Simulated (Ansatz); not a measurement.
# NaSrI3 (cubic perovskite) (Pm-3m): a band-gap study from PBEsol to G0W0 at the band limit

The study climbs from cheap functionals to G0W0 on NaSrI3 (cubic perovskite) (Pm-3m) and then asks what each convergence step is worth.

Method: density functionals, hybrids, G0W0, plane waves, PAW, in Ansatz 0.2.0.

This is a report of a sequence of runs, with most program output left out.

The structure was built from a prototype and need not be the compound's stable phase.

In doubt: masses and optical values from hybrid runs of this build are listed as unsure (step 12), which bears on the screening that GW takes from such a start.

### 1. The starting structure

The structure is cubic, space group Pm-3m (No. 221). Conventional cell: a = 6.614 Å, b = 6.614 Å, c = 6.614 Å, α = 90.00°, β = 90.00°, γ = 90.00°. Nearest to Na lie 12 I at 4.68 Å. Nearest to Sr lie 6 I at 3.31 Å. I has 2 Sr at 3.31 Å nearest. It derives from I3Na1Sr1. Farther neighbours and most contacts between anions are not listed.

The start is a generated structure, not a measured one. The structure type comes from a generator and need not be one that this composition takes. Spin-orbit coupling is left out unless a step names it. The default PAW set here is soft_2. Its files were made with PBE.

### 2. Relaxing the structure

A relaxation at this level of theory: leftover forces would pass straight into the levels.

This step: DFT, PBEsol, plane waves, PAW.

input.yaml

```yaml
crystal:
  lattice:
    - [6.61370638, 0.0, 0.0]
    - [0.0, 6.61370638, 0.0]
    - [0.0, 0.0, 6.61370638]
  atoms:
    - { symbol: Na, position: [0.0, 0.0, 0.0] }
    - { symbol: Sr, position: [0.5, 0.5, 0.5] }
    - { symbol: I, position: [0.5, 0.5, 0.0] }
    - { symbol: I, position: [0.5, 0.0, 0.5] }
    - { symbol: I, position: [0.0, 0.5, 0.5] }
kpoints:
  mp_grid: { grid: [4, 4, 4] }
hamiltonian:
  xc: pbesol
scf:
  occupations: { method: fermi_dirac, width: 0.02 }
relax:
  f_tol: 0.01
  max_steps: 100
  cell: {}
output:
  write_density: true
  write_potential: true
  elf: true
  volumetric_format: npy
```

Run with:

```bash
ansatz run input.yaml --threads 4 --pin off --max-ram 17510MiB --backend cpu --events-out ev --progress --plain --runs-dir out
```

The job ended after 12 s (4 threads of Arm Neoverse V1, shared host; peak memory 0.68 GiB).

The steps of the relaxation:

```tsv
step	energy less that of the first step (eV)	largest force component (eV/Å)	pressure (GPa)	volume (Å³)
1	0.0000	0.0000	-1.54	289.29
2	-0.1134	0.0000	-1.17	276.08
3	-0.2066	0.0000	0.56	241.23
4	-0.2205	0.0000	-0.04	250.49
5*	-0.2180	0.0000	-0.04	250.49
```

Relaxation steps marked * repeat the geometry before them on a plane-wave basis chosen anew for their cell, so energy and pressure can jump there.

Forces are held to the 48 operations that the run works with; a distortion that breaks them can't arise in this run.

```tsv
conventional cell, symmetrised	before	after	change
a (Å)	6.614	6.304	-4.7 %
b (Å)	6.614	6.304	-4.7 %
c (Å)	6.614	6.304	-4.7 %
volume (Å³/atom)	57.86	50.10	-13.4 %
```

Final coordinates:

```cif
data_structure
_symmetry_space_group_name_H-M 'P 1'
_symmetry_Int_Tables_number 1
_cell_length_a 6.3037
_cell_length_b 6.3037
_cell_length_c 6.3037
_cell_angle_alpha 90.000
_cell_angle_beta 90.000
_cell_angle_gamma 90.000
_cell_volume 250.49
loop_
_atom_site_label
_atom_site_type_symbol
_atom_site_fract_x
_atom_site_fract_y
_atom_site_fract_z
_atom_site_occupancy
Na1 Na 0.00000 0.00000 0.00000 1
Sr2 Sr 0.50000 0.50000 0.50000 1
I3 I 0.50000 0.50000 0.00000 1
I4 I 0.50000 0.00000 0.50000 1
I5 I 0.00000 0.50000 0.50000 1
```

### 3. PBEsol bands

The cheap functional maps the bands first; the places of the edges decide which points the dearer methods must see.

input.yaml

```yaml
crystal:
  lattice:
    - [6.3036929043, 0.0, 0.0]
    - [0.0, 6.3036929043, 0.0]
    - [0.0, 0.0, 6.3036929043]
  atoms:
    - { symbol: Na, position: [0.0, 0.0, 0.0] }
    - { symbol: Sr, position: [0.5, 0.5, 0.5] }
    - { symbol: I, position: [0.5, 0.5, 0.0] }
    - { symbol: I, position: [0.5, 0.0, 0.5] }
    - { symbol: I, position: [0.0, 0.5, 0.5] }
kpoints:
  mp_grid: { grid: [4, 4, 4] }
  band_path:
    path:
      - [[0.0, 0.0, 0.0], [0.0, 0.5, 0.0], [0.5, 0.5, 0.0], [0.0, 0.0, 0.0], [0.5, 0.5, 0.5], [0.0, 0.5, 0.0]]
      - [[0.5, 0.5, 0.5], [0.5, 0.5, 0.0]]
    npoints: 10
hamiltonian:
  xc: pbesol
scf:
  occupations: { method: fermi_dirac, width: 0.02 }
  n_extra_bands: 5
output:
  eigenvalues: true
  forces: true
  stress: true
  write_density: true
  write_potential: true
  elf: true
  volumetric_format: npy
```

Elapsed: 6.1 s, on 4 threads; peak memory 0.7 GiB; 23 s of CPU time.

Numbers from this step:

| Property | Result |
| --- | --- |
| pressure | -0.03997 GPa |
| filled bands | 35 |
| gap | 2.430 eV |
| valence top at | R |
| conduction bottom at | Γ |
| least direct gap | 2.708 eV |

The gap is indirect, with the least direct gap 0.28 eV higher.

Electronic bands along the path, in eV, zero at the top of the highest nominally filled band:

```tsv
point	band 32	band 33	band 34	band 35	band 36	band 37	band 38	band 39
Γ	-0.56	-0.28	-0.28	-0.28	2.43	4.06	4.06	4.06
halfway	-0.70	-0.62	-0.34	-0.34	2.90	4.11	4.59	4.59
X	-0.93	-0.68	-0.37	-0.37	3.62	4.16	4.41	5.26
halfway	-0.92	-0.68	-0.58	-0.26	3.64	4.70	4.88	5.29
M	-0.91	-0.91	-0.91	-0.01	3.66	5.35	5.45	5.45
halfway	-0.74	-0.64	-0.50	-0.34	3.21	4.58	4.70	4.84
Γ	-0.56	-0.28	-0.28	-0.28	2.43	4.06	4.06	4.06
halfway	-1.13	-0.36	-0.36	-0.30	3.32	4.49	5.01	5.01
R	-1.40	0.00	0.00	0.00	2.88	5.73	5.73	5.73
halfway	-1.14	-0.35	-0.34	-0.21	3.40	4.72	5.05	5.61
X	-0.93	-0.68	-0.37	-0.37	3.62	4.16	4.41	5.26
jump to R	-1.40	0.00	0.00	0.00	2.88	5.73	5.73	5.73
halfway	-1.28	-0.28	-0.28	0.00	3.19	5.29	5.29	5.88
M	-0.91	-0.91	-0.91	-0.01	3.66	5.35	5.45	5.45
```

ELF in the ac plane at fractional y = 0.500, with atoms of Sr and I within 0.2 Å of it. It is the smooth field of the valence electrons, not physical close to the nuclei.

Ten even steps from '0' (0.00) to '9' (0.84), each cell a mean:
```
000379863247885100
000158876568873000
210026888888851001
642003678887510135
986300122221101578
888720024431015888
678840379995117887
357851698799328864
436851794179428852
247851796489428863
568851499997227876
788830147763016888
998510011110003689
764101355554200257
321015888888730013
000148887678862000
000269864357884100
000379752436896200
```
Columns run along a (6.3 Å), rows up along c (6.3 Å). Atoms in or near the plane, at fractional coordinates: Sr at (0.50, 0.50), I at (0.50, 0.00), I at (0.00, 0.50).

Valence density in the ac plane at fractional y = 0.500, with atoms of Sr and I within 0.2 Å of it. It is the smooth field of the valence electrons, not physical close to the nuclei.

Values in e/Å³, 10 rows by 16 columns, each cell a mean:
```
 0  0  0  0  0  0  1  7  9  4  1  0  0  0  0  0
 0  0  0  0  0  0  0  1  1  1  0  0  0  0  0  0
 0  0  0  0  0  0  0  0  0  0  0  0  0  0  0  0
 2  1  0  0  0  0  0  1  1  1  0  0  0  0  1  1
14  5  1  0  0  0  2  2  2  2  1  0  0  1  2 10
 9  4  1  0  0  0  1  2  2  2  1  0  0  0  1  7
 1  0  0  0  0  0  0  1  1  0  0  0  0  0  0  1
 0  0  0  0  0  0  0  0  0  0  0  0  0  0  0  0
 0  0  0  0  0  0  1  1  2  1  0  0  0  0  0  0
 0  0  0  0  0  1  2 10 14  5  1  0  0  0  0  0
```
Columns run along a (6.3 Å), rows up along c (6.3 Å). Atoms in or near the plane, at fractional coordinates: Sr at (0.50, 0.50), I at (0.50, 0.00), I at (0.00, 0.50).

### 4. PBEsol+SOC

Spin-orbit coupling can split or shift the edges; a non-collinear run measures by how much.

This step: DFT, PBEsol with spin-orbit coupling, plane waves, PAW.

input.yaml, the sections that differ from step 3:

```yaml
kpoints:
  mp_grid: { grid: [4, 4, 4] }
  band_path:
    path: [[0.0, 0.0, 0.0], [0.0, 0.5, 0.0], [0.5, 0.5, 0.0], [0.5, 0.5, 0.5]]
    npoints: 1
scf:
  occupations: { method: fixed }
  n_extra_bands: 10
magnetization:
  noncollinear: true
  spin_orbit: true
output:
  eigenvalues: true
  forces: true
  stress: true
# crystal, hamiltonian: as in step 3
```

Elapsed: 22 s, on 4 threads; peak memory 1.4 GiB; 85 s of CPU time.

This step gave:

| Quantity | Value |
| --- | --- |
| pressure | -0.03260 GPa |
| gap | 2.219 eV |
| valence top at | R |
| conduction bottom at | Γ |
| least direct gap | 2.376 eV |

The gap stands −0.21 eV against PBEsol.

### 5. r2SCAN

r2SCAN sits between gradient functionals and hybrids in what it does to gaps, at little more than semilocal cost.

This step: DFT, r2SCAN, plane waves, PAW.

input.yaml: that of step 4 with these lines changed.

```diff
@@ -17,9 +17,6 @@
 hamiltonian:
-  xc: pbesol
+  xc: r2scan
 scf:
   occupations: { method: fixed }
-  n_extra_bands: 10
-magnetization:
-  noncollinear: true
-  spin_orbit: true
+  n_extra_bands: 5
 output:
@@ -28 +25,5 @@
   stress: true
+  write_density: true
+  write_potential: true
+  elf: true
+  volumetric_format: npy
```

Run time: 6.3 s. Hardware: 4 threads; peak memory 1.1 GiB.

This step gave:

```
pressure             : 0.6999 GPa
gap                  : 3.085 eV
valence top at       : R
conduction bottom at : Γ
least direct gap     : 3.373 eV
```

The gap stands +0.66 eV against PBEsol.

### 6. HSE06

The screened hybrid is the usual rung above semilocal functionals: a quarter of exact exchange, cut off beyond a few ångström.

This step: DFT, HSE06, plane waves, PAW.

input.yaml: that of step 5 with these lines changed.

```diff
@@ -12,3 +12,3 @@
 kpoints:
-  mp_grid: { grid: [4, 4, 4] }
+  mp_grid: { grid: [2, 2, 2] }
   band_path:
@@ -17,3 +17,3 @@
 hamiltonian:
-  xc: r2scan
+  xc: hse06
 scf:
@@ -23,4 +23,2 @@
   eigenvalues: true
-  forces: true
-  stress: true
   write_density: true
```

It took 27 s on 4 threads; peak memory 1.7 GiB; 97 s of CPU time.

This step gave:

```
gap                  : 3.333 eV
valence top at       : R
conduction bottom at : Γ
least direct gap     : 3.638 eV
```

The gap stands +0.90 eV against PBEsol.

### 7. PBE0

PBE0 keeps its quarter of exact exchange at all distances, which suits crystals with ε∞ near 4 best.

This step: DFT, PBE0, plane waves, PAW.

input.yaml: that of step 6 with these lines changed.

```diff
@@ -17,3 +17,3 @@
 hamiltonian:
-  xc: hse06
+  xc: pbe0
 scf:
```

The job ended after 26 s (4 threads; peak memory 1.7 GiB; 92 s of CPU time).

Numbers from this step:

```
gap                  : 4.026 eV
valence top at       : R
conduction bottom at : Γ
least direct gap     : 4.335 eV
```

The gap stands +1.60 eV against PBEsol.

### 8. Dielectric tensor

The response to a uniform field gives ε∞, a yardstick for the screening that GW builds on its mesh.

This step: dielectric response by perturbation theory, PBEsol, plane waves, PAW.

input.yaml

```yaml
crystal:
  lattice:
    - [6.3036929043, 0.0, 0.0]
    - [0.0, 6.3036929043, 0.0]
    - [0.0, 0.0, 6.3036929043]
  atoms:
    - { symbol: Na, position: [0.0, 0.0, 0.0] }
    - { symbol: Sr, position: [0.5, 0.5, 0.5] }
    - { symbol: I, position: [0.5, 0.5, 0.0] }
    - { symbol: I, position: [0.5, 0.0, 0.5] }
    - { symbol: I, position: [0.0, 0.5, 0.5] }
kpoints:
  mp_grid: { grid: [4, 4, 4] }
hamiltonian:
  xc: pbesol
scf:
  occupations: { method: fixed }
dielectric: {}
```

Wall time 39 s (4 threads); peak memory 1.2 GiB.

Numbers from this step:

| Quantity | Value |
| --- | --- |
| stated error of ε∞ | 0.01 |

One over ε∞ averages 0.32, somewhat over the quarter of exact exchange in PBE0.

High-frequency dielectric tensor:

```
3.17 0.00 0.00
0.00 3.17 0.00
0.00 0.00 3.17
```

### 9. G0W0, 2×2×2 mesh, 122 empty bands, screening to 36 eV

Now the one-shot GW correction: screening in the RPA, then the self-energy of the levels asked for.

This step: G0W0 on PBEsol, plane waves, PAW.

input.yaml, the sections that differ from step 8:

```yaml
kpoints:
  mp_grid: { grid: [2, 2, 2] }
gw:
  n_empty_bands: 122
  ecut_chi: 36
  qp_bands: [v2, c2]
  qp_kpoints: band_edges
  screening: { model: contour_deformation }
# crystal, hamiltonian, scf: as in step 8
# dielectric: removed
```

Wall time 7.2 s (4 threads); peak memory 0.78 GiB; 26 s of CPU time.

This step gave:

* bands summed: 157
* RPA ε∞ on this mesh (eigenvalues): 3.295, 3.295, 3.295
* plane waves in the screening matrix: 123
* G0W0 gap on the mesh: 3.697 eV
* k of the valence top: -0.5, -0.5, -0.5
* k of the conduction bottom: 0, 0, 0
* starting gap on the mesh: 2.423 eV
* least direct G0W0 gap on the computed points: 3.997 eV

The gap on the mesh goes from 2.42 eV to 3.70 eV, a correction of +1.27 eV. Between the two edge states, bare exchange in place of the xc potential would open the gap by 6.15 eV, and correlation takes back 4.88 eV.

### 10. G0W0, 2×2×2 mesh, 347 empty bands, screening to 72 eV

Another rung: the empty bands reach about as high as the screening cutoff, so the two stay in balance.

input.yaml: that of step 9 with these lines changed.

```diff
@@ -18,4 +18,4 @@
 gw:
-  n_empty_bands: 122
-  ecut_chi: 36
+  n_empty_bands: 347
+  ecut_chi: 72
   qp_bands: [v2, c2]
```

The job ended after 25 s (4 threads; peak memory 1.7 GiB; 93 s of CPU time).

Numbers from this step:

```yaml
bands_summed: 382
rpa_eps_infinity_on_this_mesh_eigenvalues: 3.255, 3.255, 3.255
plane_waves_in_the_screening_matrix: 365
g0w0_gap_on_the_mesh: 3.975 eV
k_of_the_valence_top: -0.5, -0.5, -0.5
k_of_the_conduction_bottom: 0, 0, 0
starting_gap_on_the_mesh: 2.423 eV
least_direct_g0w0_gap_on_the_computed_points: 4.273 eV
```

Against the run with 2×2×2 mesh, 122 empty bands, screening to 36 eV, the gap moves by +0.28 eV.

### 11. G0W0, 2×2×2 mesh, 747 empty bands, screening to 120 eV

input.yaml: that of step 10 with these lines changed.

```diff
@@ -18,4 +18,4 @@
 gw:
-  n_empty_bands: 347
-  ecut_chi: 72
+  n_empty_bands: 747
+  ecut_chi: 120.0
   qp_bands: [v2, c2]
```

The job ended after 2 min (4 threads; peak memory 4.4 GiB).

Numbers from this step:

```yaml
bands_summed: 782
rpa_eps_infinity_on_this_mesh_eigenvalues: 3.255, 3.255, 3.255
plane_waves_in_the_screening_matrix: 739
q_points_in_the_mesh: 8
g0w0_gap_on_the_mesh: 4.169 eV
k_of_the_valence_top: -0.5, -0.5, -0.5
k_of_the_conduction_bottom: 0, 0, 0
starting_gap_on_the_mesh: 2.423 eV
z_at_the_valence_top: 0.7715
z_at_the_conduction_bottom: 0.8310
least_direct_g0w0_gap_on_the_computed_points: 4.468 eV
```

Against the run with 2×2×2 mesh, 347 empty bands, screening to 72 eV, the gap moves by +0.19 eV.

Limits: finite bands, cutoff and mesh; no spin-orbit coupling; coarse k mesh. v1 is the top filled band, c1 the lowest empty one. The levels before and after the correction (eV, zero at the valence-band top of each column):

```tsv
	conduction bottom	valence top
Kohn-Sham	2.42	0.00
G0W0	4.17	0.00
```

```tsv
	level	occupation	energy (eV)
Kohn-Sham	Γ v2-v1	2	-0.282
Kohn-Sham	Γ c1	0	2.423
Kohn-Sham	Γ c2	0	4.031
Kohn-Sham	(-0.5 -0.5 -0.5) v2-v1	2	0.000
Kohn-Sham	(-0.5 -0.5 -0.5) c1	0	2.868
Kohn-Sham	(-0.5 -0.5 -0.5) c2	0	5.719
G0W0	Γ v2-v1	2	-0.299
G0W0	Γ c1	0	4.169
G0W0	Γ c2	0	6.130
G0W0	(-0.5 -0.5 -0.5) v2-v1	2	0.000
G0W0	(-0.5 -0.5 -0.5) c1	0	4.659
G0W0	(-0.5 -0.5 -0.5) c2	0	7.603
```

The parts of the quasiparticle energy at the two band edges (eV; QP = start + Σx + Σc − Vxc):

```tsv
run	edge	start	Σx	Σc	Vxc	Z	QP
157 bands	valence top	2.09	-17.42	2.26	-14.46	0.78	1.39
157 bands	conduction bottom	4.51	-2.58	-2.62	-5.77	0.83	5.09
382 bands	valence top	2.09	-17.42	1.90	-14.46	0.77	1.03
382 bands	conduction bottom	4.51	-2.58	-2.70	-5.77	0.83	5.00
782 bands	valence top	2.09	-17.42	1.66	-14.46	0.77	0.79
782 bands	conduction bottom	4.51	-2.58	-2.75	-5.77	0.83	4.96
```

### 12. G0W0@HSE06, 2×2×2 mesh, 747 empty bands, screening to 120 eV

The same correction from a different start measures what one shot leaves open.

This step: G0W0 on HSE06, plane waves, PAW.

input.yaml: that of step 11 with these lines changed.

```diff
@@ -14,3 +14,3 @@
 hamiltonian:
-  xc: pbesol
+  xc: hse06
 scf:
```

The job ended after 9.1 min (4 threads; peak memory 3.2 GiB; 34 min of CPU time).

Numbers from this step:

```
bands summed                                 : 782
RPA ε∞ on this mesh (eigenvalues)            : 2.681, 2.681, 2.681
plane waves in the screening matrix          : 739
G0W0 gap on the mesh                         : 4.731 eV
k of the valence top                         : -0.5, -0.5, -0.5
k of the conduction bottom                   : 0, 0, 0
starting gap on the mesh                     : 3.333 eV
least direct G0W0 gap on the computed points : 5.044 eV
```

Against the run with 2×2×2 mesh, 747 empty bands, screening to 120 eV on PBEsol, the gap moves by +0.56 eV, while the start moved by +0.91 eV.

[end of part 1 of 2]

[Paths, hosts, dates, memory and timing lines, banners, echoed tables and standing remarks are left out of the program output.]

[Logs are printed without paths, hosts, clocks, repeated set-up lines and the standing remarks that a program may print on its own settings, such as how far it seeks lower states.]

[Runs of the session that timed out or met a known fault of the program may be left out.]

[Cells called generated may have been cut or substituted from an entry of the Crystallography Open Database or the Materials Project.]

[Hosts, paths, dates, database ids (printed as entryN), source tags and the programs' standing remarks are cut or masked in the printed files.]
